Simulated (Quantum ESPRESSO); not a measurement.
## SnO2 (Cassiterite) under changes of volume

One of the cells (11.922 Å³/atom); the others are scaled copies at fixed shape and fractional positions:

```
Sn O
1.0
     4.73800    0.00000    0.00000
     0.00000    4.73800    0.00000
     0.00000    0.00000    3.18650
Sn O
2 4
Direct
  0.50000 0.50000 0.50000
  0.00000 0.00000 0.00000
  0.80710 0.19290 0.50000
  0.69290 0.69290 0.00000
  0.19290 0.80710 0.50000
  0.30710 0.30710 0.00000
```

```yaml
Program: Quantum ESPRESSO 7.5
Functional: PBEsol
Potentials_or_basis: GBRV 1.5 PBEsol
Cutoff: 612 eV
Density_cutoff: 4898 eV
k_mesh: 6 × 6 × 8
Occupations: fermi-dirac, width 0.05 eV
Spin: no spin polarisation
```

```tsv
volume (Å³/atom)	energy over the lowest point (meV/atom)	gap on the mesh (eV)	largest force (eV/Å)
11.207	61.79	1.93	0.496
11.445	?	?	?
11.684	15.89	1.43	0.302
11.922	4.62	1.19	0.216
12.161	0.00	0.96	0.135
12.399	1.47	0.75	0.060
12.637	8.18	0.54	0.009
```

Question: What does the run at 11.445 Å³/atom give?

Answer: Energy over the lowest point 34.70 meV/atom; gap on the mesh 1.67 eV; largest force 0.395 eV/Å.

Worked out: A Birch-Murnaghan fit of order 3 (a polynomial in V^(-2/3)) to the other rows has its minimum at 12.22 Å³/atom with B0 = V·E''(V) = 201 GPa and B' = 4.7 at fixed shape and positions, which overstates the stiffness. It gives 34.69 meV/atom at 11.445 Å³/atom, against the run's 34.70. A straight line through the other rows of the gap, of slope -11.6 eV per unit of ln V (its deformation potential), gives 1.67 eV, against the run's 1.67.

Energies are extrapolated to zero smearing.

Caveats: the cutoff lies well under what these potentials need, so the values aren't converged; spin-orbit coupling is left out, which moves the levels of the heavy elements.
